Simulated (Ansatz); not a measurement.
# Stress against strain in CdS

```xyz
2
Lattice="0.0000 2.9430 2.9430 2.9430 0.0000 2.9430 2.9430 2.9430 0.0000" Properties=species:S:1:pos:R:3 pbc="T T T"
Cd    0.0000    0.0000    0.0000
S     4.4144    4.4144    4.4144
```

Atoms are numbered in the order listed.

The conventional cell has a = 5.886 Å, b = 5.886 Å, c = 5.886 Å, α = 90.00°, β = 90.00°, γ = 90.00°. Cd (atom 1) is surrounded by 4 S at 2.55 Å. S (atom 2) is surrounded by 4 Cd at 2.55 Å.

Structure from Materials Project entry mp-2469 (possibly hypothetical), not relaxed further.

Theory: DFT, PBEsol, all-electron LAPW, scalar-relativistic in Ansatz 0.2.0.

Sampling and basis: a Γ-centred 7×7×7 k mesh, Fermi–Dirac smearing of 0.02 eV, basis error target 0.5 meV/atom, no spin polarisation.

The strain is applied along the Cartesian axes of the cell as listed (the other components stay zero). Fractional coordinates are held (clamped ions).

σ is the change of stress from the unstrained cell, which is at -1.78 GPa; tension is positive, so slopes are stress–strain coefficients at that pressure.

Only quantities that a quadratic follows smoothly over the whole series are listed; rougher ones are left out.

```tsv
εxx = εyy	σzz (GPa)	σxx (GPa)
-0.0300	-3.33	-3.90
-0.0200	-2.08	-2.48
0.0000	0.00	0.00
0.0100	0.86	1.08
0.0200	1.62	2.07
0.0300	2.29	2.97
```

Q: Fit the series and read off the stiffness at zero strain.

A: Least-squares fits y = p0 + p1 x + p2 x² to the rows give σzz (GPa): p1 = 93.3, p2 = -570; σxx (GPa): p1 = 114, p2 = -510. So 2 C12 = 93 GPa and C11 + C12 = 114 GPa.

Q: One run, at εxx = εyy = -0.0100, is withheld. Predict its row.

A: The fits give -0.99, -1.20; the run gave -0.98, -1.19.
